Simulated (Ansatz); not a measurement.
Sr in Ansatz: the effect of target pressure

Sr:

```xyz
1
Lattice="0.0000 3.0423 3.0423 3.0423 0.0000 3.0423 3.0423 3.0423 0.0000" Properties=species:S:1:pos:R:3 pbc="T T T"
Sr    0.0000    0.0000    0.0000
```

Alike in all runs:

- Program: Ansatz 0.2.0
- Task: relaxation of cell and atoms
- Functional: PBEsol
- Potentials or basis: Ansatz PAW
- Cutoff: 420 eV (not typed: the program's choice for these potentials)
- k mesh: 8 × 8 × 8
- Occupations: fermi-dirac, width 0.05 eV
- Spin: no spin polarisation

Each run relaxes the cell or the atoms first.

```tsv
target pressure	relaxed volume (Å³/atom)
0 GPa	51.86
2 GPa	45.61
5 GPa	?
10 GPa	33.99
20 GPa	27.43
30 GPa	23.40
```

Problem. What does the run with target pressure 5 GPa give?

Solution. Relaxed volume 40.05 Å³/atom.

Worked out: A parabola through the other rows of the relaxed volume, of slope -1.55 Å³/atom per GPa there, gives 41.90 Å³/atom, against the run's 40.05.

Caveats: the plane-wave basis is chosen anew once the cell has moved, so the energies of steps on either side of that aren't comparable; the PAW data sets come from PBE, with cores solved anew for the run's functional, which leaves a small shift of forces and pressure; the volume moved by over 15 % at a fixed basis, so the end points are rough (some runs).
